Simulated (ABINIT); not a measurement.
Runs of ABINIT 10.8.3 (patched build) on NiO. Symmetry: Fm-3m, No. 225, cubic system. Conventional cell: a = 4.172 Å, b = 4.172 Å, c = 4.172 Å, α = 90.00°, β = 90.00°, γ = 90.00°. Ni (site symmetry m-3m) is surrounded by 6 O at 2.09 Å. O (site symmetry m-3m) has 6 Ni at 2.09 Å as nearest neighbours. 

| level | potentials or basis | k mesh | cutoff (eV) | fine-grid cutoff | mesh quality | gap on the mesh (eV) | pressure (GPa) | moment (μB) |
| --- | --- | --- | --- | --- | --- | --- | --- | --- |
| PBE | JTH PAW PBE v2.0 | 11 × 11 × 11 | 1116 | 1714.32 eV | not flagged | none | -1.4 | 0.00 |
| LDA | JTH PAW LDA v2.0 | 7 × 7 × 7 | 816 | 1414.99 eV | coarse | none | - | 0.12 |
| LDA | JTH PAW LDA v2.0 | 9 × 9 × 9 | 816 | 1414.99 eV | not flagged | none | - | 0.00 |
| LDA | JTH PAW LDA v2.0 | 4 × 4 × 4 | 816 | 1414.99 eV | coarse | none | - | (b) |
| PBE | SG15 NC PBE v1.2 | 8 × 8 × 8 | 1225 | - | not flagged | none | 6.3 | (a) |

Alike in all rows: task single point; spin collinear, ferromagnetic start; cell as given; smearing fermi-dirac 0.05 eV.

Q: Fill in the values left out.

A: (a) 1.79; (b) 1.37.

Caveats: some runs use coarse meshes; small starting moments can end in a higher magnetic state in this program; semilocal functionals often make such compounds metallic where correlation or magnetic order opens a gap, which also shifts bond lengths; a cell with one magnetic atom can't hold antiferromagnetic order, which such compounds often take (some runs).

A k mesh can miss the band edges.

A gap of «none» marks a metal or a gap under the smearing width.

Not every run made on this cell is shown here.
